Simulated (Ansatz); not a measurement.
Method: DFT PBE, scalar-relativistic, plane waves, PAW in Ansatz 0.2.0. Settings: cutoff 420 eV, Γ-centred meshes spaced at most about 0.3 Å⁻¹ (2π included), Gaussian smearing. No spin polarisation.

Temperature and zero-point effects are left out.

Compare these two cells of Si2Ge, each relaxed at this level.

A. Space group I4_1/amd (No. 141), tetragonal, a = 3.927 Å, c = 16.662 Å. Around Si lie 2 Si at 2.38 Å and 2 Ge at 2.42 Å; Ge has 4 Si at 2.42 Å.

B. Space group Imma (No. 74), orthorhombic, a = 3.927 Å, b = 11.787 Å, c = 5.559 Å. Si has 3 Si at 2.37–2.38 Å and 1 Ge at 2.42 Å; Ge has 2 Si at 2.42 Å and 2 Ge at 2.46 Å.

**Question.** Which placement of the atoms is lower in energy, and by how much?

**Answer.** B is lower, by 4 meV/atom. The two share one framework of sites and differ in which element sits where. A has Si and Ge ordered on diamond sites, space group I4_1/amd (No. 141), 21.4 Å³/atom and a gap of 0.49 eV on its mesh; B has Si and Ge ordered on diamond sites, space group Imma (No. 74), 21.4 Å³/atom and a gap of 0.49 eV. Counting Ge atoms around Si (those within 1.25 times the shortest such distance or 1.15 times the sum of covalent radii), A has Si 2 and B has Si 1. Both come from invented guesses.

Kohn–Sham gaps at this level usually fall short of measured ones. Cells relaxed within their symmetry can be saddle points.
